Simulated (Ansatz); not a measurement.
## CsPbBr3: band structure with LDA

CsPbBr3:

```
Pb Cs Br
1.0
     5.87000    0.00000    0.00000
     0.00000    5.87000    0.00000
     0.00000    0.00000    5.87000
Pb Cs Br
1 1 3
Direct
  0.50000 0.50000 0.50000
  0.00000 0.00000 0.00000
  0.50000 0.50000 0.00000
  0.50000 0.00000 0.50000
  0.00000 0.50000 0.50000
```

Measurements of this composition are mostly on another form, of space group No. 62.

```yaml
Program: Ansatz 0.2.0
Task: band structure
Functional: LDA
Potentials_or_basis: Ansatz PAW
Cutoff: "420 eV (not typed: the program's choice for these potentials)"
k_mesh: 5 × 5 × 5
Occupations: fermi-dirac, width 0.05 eV
Spin: no spin polarisation
Path: "[[\"G\", \"X\", \"M\", \"G\", \"R\", \"X\"], [\"M\", \"R\"]]"
Points_for_each_segment_of_the_path: 14
```

| Property | Result |
| --- | --- |
| Pressure | -1.2 GPa |
| Band gap along the path | 1.39 eV, direct |

Levels at the corners of the path, in eV from the valence-band top:
| point | band 19 | band 20 | band 21 | band 22 | band 23 | band 24 | band 25 | band 26 |
| --- | --- | --- | --- | --- | --- | --- | --- | --- |
| Γ | -2.12 | -2.00 | -2.00 | -2.00 | 2.69 | 3.89 | 3.89 | 4.71 |
| X | -2.26 | -2.11 | -2.11 | -1.41 | 2.47 | 4.20 | 4.79 | 4.95 |
| M | -2.35 | -2.24 | -1.63 | -0.70 | 1.97 | 1.97 | 4.77 | 5.01 |
| Γ | -2.12 | -2.00 | -2.00 | -2.00 | 2.69 | 3.89 | 3.89 | 4.71 |
| R | -1.62 | -1.62 | -1.62 | 0.00 | 1.39 | 1.39 | 1.39 | 4.23 |
| X | -2.26 | -2.11 | -2.11 | -1.41 | 2.47 | 4.20 | 4.79 | 4.95 |
| M | -2.35 | -2.24 | -1.63 | -0.70 | 1.97 | 1.97 | 4.77 | 5.01 |
| R | -1.62 | -1.62 | -1.62 | 0.00 | 1.39 | 1.39 | 1.39 | 4.23 |

Wall time 25 s on 2 threads of Arm Neoverse N1, on a shared host, peak memory 0.56 GiB.

Caveat: spin-orbit coupling is left out, which moves the levels of the heavy elements; the PAW data sets come from PBE, with cores solved anew for the run's functional, which leaves a small shift of forces and pressure.
